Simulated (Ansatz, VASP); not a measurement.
BAs: VASP beside Ansatz

File INCAR:

```
  PREC = Accurate
  ENCUT = 520
  EDIFF = 1E-6
  ISMEAR = 0
  SIGMA = 0.01
  LREAL = F
  LASPH = T
  NELM = 60
  ALGO = Normal
  ISIF = 2
  LWAVE = F
  LCHARG = F
  GGA = PE
  NBANDS = 11
```

Contents of KPOINTS:

```
regular mesh
0
Gamma
  8 8 8
```

Contents of POSCAR:

```
BAs
1.0
    0.0000000000      2.3885000000      2.3885000000
    2.3885000000      0.0000000000      2.3885000000
    2.3885000000      2.3885000000      0.0000000000
B As
1 1
Direct
    0.0000000000      0.0000000000      0.0000000000
    0.2500000000      0.2500000000      0.2500000000
```

Input for Ansatz:

```yaml
crystal:
  lattice:
    - [0.0, 2.3885, 2.3885]
    - [2.3885, 0.0, 2.3885]
    - [2.3885, 2.3885, 0.0]
  atoms:
    - { symbol: B, position: [0.0, 0.0, 0.0] }
    - { symbol: As, position: [0.25, 0.25, 0.25] }
basis:
  ecutwfc: 420.0
kpoints:
  mp_grid:
    grid: [8, 8, 8]
hamiltonian:
  xc: pbe
  pseudopotentials:
    kind: paw
scf:
  occupations:
    method: fixed
output:
  eigenvalues: true
```

Alike in both runs: task single point; functional PBE; k mesh 8 × 8 × 8; no spin polarisation.

|  | VASP | Ansatz |
| --- | --- | --- |
| version | VASP 6.6.1 | Ansatz 0.2.0 |
| potentials or method | VASP PAW PBE potentials, release 64 (B, As) | plane waves, PAW |
| plane-wave cutoff (eV) | 520 | 420 |
| occupations | gaussian, width 0.01 eV | fixed |
| valence electrons in the cell | 8 | 18 |

|  | VASP | Ansatz | Ansatz less VASP |
| --- | --- | --- | --- |
| gap on the k mesh at the Fermi level (eV) | 1.19 | 1.20 | +0.008 |

The two sets of potentials don't hold the same shells in valence.

A k mesh can miss the band edges.
